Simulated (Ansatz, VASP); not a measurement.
BAs in VASP and in Ansatz

```xyz
2
Lattice="0.0000 2.3919 2.3201 2.3919 0.0000 2.3201 2.3919 2.3919 0.0000" Properties=species:S:1:pos:R:3 pbc="T T T"
B     0.0000    0.0000    0.0000
As    1.1959    1.1959    1.1601
```

Change from the starting cell: uniaxial_z strain -3.0%.

Alike in both runs: task single point; functional PBE; k mesh 10 × 10 × 10; occupations fermi-dirac, width 0.02 eV; no spin polarisation.

```csv
,VASP,Ansatz
version,VASP 6.6.1,Ansatz 0.2.0
potentials or method,"VASP PAW PBE potentials, release 64 (B, As)","plane waves, PAW"
plane-wave cutoff (eV),520,420
valence electrons in the cell,8,18
```

Ansatz gave:

| Item | Value |
| --- | --- |
| pressure (GPa) | 6.7 |
| largest component of the traceless stress (GPa) | 4.10 |

**Question.** Estimate VASP's values.

**Answer.** Pressure (GPa): 7.5; largest component of the traceless stress (GPa): 4.07.

With one functional, cell and mesh, what is left measures potentials, basis and numerics. The two sets of potentials don't hold the same shells in valence.

A k mesh can miss the band edges.
